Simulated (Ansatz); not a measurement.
All numbers below come from DFT PBE, scalar-relativistic, plane waves, PAW in Ansatz. Settings: cutoff 420 eV, Γ-centred meshes spaced at most about 0.3 Å⁻¹, and about 0.25 Å⁻¹ or finer for metals (2π included), Gaussian smearing. No spin polarisation.

Temperature and zero-point effects are left out.

Compare these two cells of AlH8, each relaxed at this level.

1.

```
Al H
1.0
     6.36697    0.00000    0.00000
    -3.18348    5.51396    0.00000
     0.00000    0.00000    5.81847
Al H
1 8
Direct
  0.00000 0.00000 0.50000
  0.85523 0.14477 0.50000
  0.85523 0.71045 0.50000
  0.28955 0.14477 0.50000
  0.00000 0.00000 0.93561
  0.00000 0.00000 0.06439
  0.66667 0.33333 0.00000
  0.33333 0.66667 0.43563
  0.33333 0.66667 0.56437
```

2.

```
Al H
1.0
    -3.70569    3.70569    1.72874
     3.70569   -3.70569    1.72874
     3.70569    3.70569   -1.72874
Al H
1 8
Direct
  0.00000 0.00000 0.00000
  0.40243 0.40243 0.80487
  0.59757 0.59757 0.19513
  0.59757 0.40243 0.00000
  0.00000 0.54937 0.54937
  0.45063 0.00000 0.45063
  0.54937 0.00000 0.54937
  0.00000 0.45063 0.45063
  0.40243 0.59757 0.00000
```

Task: Which is lower in energy, and by how much?

Result: Cell 1 is lower, by 33 meV/atom. Cell 1 has space group P-6m2 (No. 187), 22.7 Å³/atom and no gap on its mesh; cell 2 has space group I4/mmm (No. 139), 10.6 Å³/atom and no gap. Counting H atoms around Al (those within 1.25 times the shortest such distance or 1.15 times the sum of covalent radii, 1.27 where that leaves under three), cell 1 has Al 3 and cell 2 has Al 8. Cell 1 and cell 2 both hold H–H pairs as short as in free H₂ molecules. Even the lower one lies +0.53 eV/atom against the reference forms of the elements (uncorrected), so neither is stable at this level. Both come from invented guesses. The lowest form computed isn't among them: it has space group I4 (No. 79), 11.3 Å³/atom and lies 0.31 eV/atom below the best shown.

Weakly bound directions are ill-defined at this level, which has no dispersion term (P-6m2, I4/mmm), and this can change margins and order among such cells. H stands nearly free of neighbours here, and without spin polarisation the energy of such atoms comes out too high. With hydrogen, zero-point motion can shift such differences by 10 meV/atom or more. Cells relaxed within their symmetry can be saddle points. Some types were kept out of the candidates beforehand, so the set may lack a known form.
